Iridium has one atom per cell in an fcc lattice, and its 5d levels lie partly below and partly above the Fermi energy. The table lists levels at single wave vectors, counted in eV from that energy. The questions below go from reading a row to judging how far its numbers can be used.

Kohn-Sham levels of fcc iridium (one atom per cell), computed with exciting sodium using PBE and all-electron LAPW+lo, without spin polarisation or spin-orbit coupling. The run used a 12x12x12 k mesh, Gaussian smearing of 0.014 eV, rgkmax 9 and IORA* valence relativity. Levels are counted from the Fermi energy, and points are given in reciprocal cell vectors.

```
point a (reciprocal cell vector)  point b (reciprocal cell vector)  point c (reciprocal cell vector)  level point (row)  level under 4 (eV)  level under 3 (eV)  level under 2 (eV)  level under 1 (eV)  level over 1 (eV)  level over 2 (eV)
                          0.0000                            0.0000                            0.0000                  1               -3.96               -3.96              -1.243              -1.243             13.559             19.100
                          0.3333                            0.0000                            0.0000                  2               -3.74               -3.56              -0.260              -0.260             11.236             15.071
                          0.5000                            0.0000                            0.0000                  3               -8.20               -4.07              -4.069              -0.805              0.895              0.895
                          0.2500                            0.2500                            0.0000                  4               -3.12               -1.94              -1.937              -0.273             17.744             18.073
                          0.3333                            0.3333                            0.0000                  5               -6.75               -2.21              -0.544              -0.544              0.270             15.161
                          0.4167                            0.4167                            0.0000                  6              -49.68              -49.68              -7.858              -7.267              0.138              0.696
                          0.7500                            0.5000                            0.2500                  7               -6.36               -4.95              -4.953              -1.870              1.491              8.200
```

### 1. Why does one row contain a level near -50 eV?

The columns count outward from the Fermi energy: "level under 1" is the highest filled level at that point, and "level under 4" is the fourth one down. At level point 6 only two valence levels are filled, at -7.858 and -7.267 eV. The next ones down, at -49.68 eV, are semicore levels, most likely from the 5p shell. A column therefore doesn't follow one band, and a plot of it against wave vector would show jumps that no band makes. Levels have to be connected by symmetry first.

### 2. Why do the d levels at Γ form two groups?

At Γ (level point 1) the orbital on every atom has the same phase. The lobes of xy, xz and yz point straight at the nearest neighbours, and in equal phase they bond. The lobes of the other two d orbitals point between those neighbours, so side-on contacts, which are antibonding in equal phase, weigh more for them. The first group lies at -3.96 eV, with only two of its three levels listed, and the second at -1.243 eV, which is 2.7 eV higher. That splitting is a net result: it also holds smaller effects, such as contacts with second neighbours. The orbital names here and below come from symmetry and from the way levels connect between points.

### 3. Why do some filled levels become empty on the way to X?

Take the wave vector along x. In the table this is the line on which the first two coordinates are equal and the third is zero, and X lies where both reach one half. Neighbours displaced along x then gradually change phase, until at X the phase is reversed, while neighbours in the same yz plane keep theirs. For xy and xz the strong head-on contacts are with the neighbours that reverse, so bonding turns into antibonding. This pair climbs from -3.96 eV at Γ to -0.544 eV at two thirds of the way (level point 5), and above zero by five sixths (level point 6).

The yz orbital does the opposite. Its head-on contacts lie in the plane that keeps its phase, so they go on bonding. Its side-on contacts with the other neighbours were antibonding at Γ and become bonding. At two thirds of the way the level has sunk to -6.75 eV or lower: five levels are filled there and four are listed, so the listed one may be yz or the lowest band, which is expected close by. Orbitals that were equal at Γ thus end up on opposite sides of a wide empty stretch, which at five sixths measures 7.4 eV.

### 4. Can the rise be estimated by hand?

Let f be the fraction of the way from Γ to X. Nearest neighbours contribute a constant and a term in cos(πf); second neighbours, twice as far along x, add a term in cos(2πf):

E(f) = a + b cos(πf) + c cos(2πf)

The xy, xz pair lies at -3.96, -1.937 and -0.544 eV for f = 0, 1/2 and 2/3. These three values fix a = -1.68, b = -2.53 and c = 0.25 eV. At f = 5/6, which took no part in fixing them, the cosines are -0.87 and 0.50:

E(5/6) ≈ -1.68 + 2.19 + 0.13 = 0.64 eV

The computed level is 0.696 eV. The same recipe puts the y²-z² level, which also rises, at 0.69 eV. The computed value is the lower of these two neighbouring levels, so it agrees with the formula but can't tell which of them it is. A smooth band of another origin could follow such a curve too, so the match alone doesn't prove the bonding picture. Without the last term, and with a and b fixed at f = 0 and 1/2 alone, the pair would come out at -0.19 eV, on the filled side. That side depends on which two points are chosen, but no curve with a and b alone passes through all three values, so the last term is needed. It can hold mixing with other bands as well as longer contacts. The analysis printed after this text gives both versions.

### 5. Why does another level first sink and then climb?

The 3x²-r² orbital has mainly side-on contacts with the neighbours that change phase, so by itself it would sink towards X, as yz does. The s band starts at the bottom, fully bonding at Γ, and rises as the phases reverse. Along this line the two have the same symmetry, so they mix and avoid crossing. The upper branch first follows the sinking d band and then turns upward. The p orbital along x has this symmetry too and mixes in on the way. At X itself inversion separates p from s and d, and this branch is expected to end there as the p-like level.

The table fits this argument. The level goes from -1.243 eV at Γ down to -3.12 eV halfway, and then up to 0.138 eV at five sixths. Its last step, 2.3 eV, is about twice the one that the formula of question 4 gives for the xy, xz pair, as expected for a band that has taken on the character of the widely spread outer s and p orbitals.

### 6. No listed level lies at zero. Is there a gap?

No. The highest filled level in the table is at -0.26 eV and the lowest empty one at 0.138 eV, but these are samples from seven points. Between two thirds and five sixths of the way to X the xy, xz pair passes from filled to empty, so it crosses the Fermi energy in between.

Counting electrons gives the same answer. Iridium brings nine valence electrons per cell, and each band holds two, so in a nonmagnetic crystal filled bands alone can't hold them all. The 13.559 eV above the Fermi energy at Γ is only the distance to the next level at that one point. To decide between metal and insulator, look at the whole zone or at the density of states, which this run gives as 1.24 states per eV and cell at the Fermi energy.

### 7. What would spin-orbit coupling change, and which digits can be trusted?

The coupling is left out for these valence levels. In the 5d shell of iridium it is roughly half an eV, a recalled size. It would split the group of three at Γ and the xy, xz pair, and could carry levels near zero from one side to the other. At four of the seven points the nearest level is closer to the Fermi energy than that. The shift itself is expected to vary: degenerate d levels move most, while an isolated or p-like level may hardly move.

So the decimals of a single level hold for this calculation only, not for the real metal. The large features are safe against such a shift: the 7.4 eV stretch, the sinking of yz and the climb of the xy, xz pair. The exact place where a band crosses zero is not, and neither is the shape of the Fermi surface that follows from it. A difference such as -4.07 against -4.069 eV at L (level point 3) is one degenerate level written with different rounding. For the bonding picture the table can be used as it stands. It doesn't give the full band width, since the lowest valence levels are cut off at four of the seven points. For the Fermi surface, repeat the run with spin-orbit coupling and compute the levels on a dense mesh through the whole zone.

Numerical output:

```
splitting of doublet and triplet at Gamma, eV: 2.717
listed level at 5/6 of Gamma-X to be predicted, eV: 0.696
pair at 5/6, first neighbours only, eV: -0.185
pair at 5/6, first and second neighbours, eV: 0.637
y2-z2 at 5/6, first neighbours only, eV: 0.567
y2-z2 at 5/6, first and second neighbours, eV: 0.692
yz at 5/6, first neighbours from Gamma and 2/3, eV: -7.431
listed upper filled level at 5/6, eV: -7.267
s-d mixed level, change from Gamma to 1/2, eV: -1.877
s-d mixed level, change from 1/2 to 2/3, eV: 0.91
s-d mixed level, change from 2/3 to 5/6, eV: 2.348
empty stretch between filled and empty levels at 5/6, eV: 7.405
highest filled level of all rows, eV: -0.26
lowest empty level of all rows, eV: 0.138
rows with a level closer than 0.5 eV to the Fermi energy: 4
spin-orbit splitting of the 4d core level, eV: 15.65
distance of the nearest listed level from the Fermi energy:
     row  distance eV
     0.0        1.243
  0.3333         0.26
     0.5        0.805
    0.25        0.273
  0.3333         0.27
  0.4167        0.138
    0.75        1.491
```
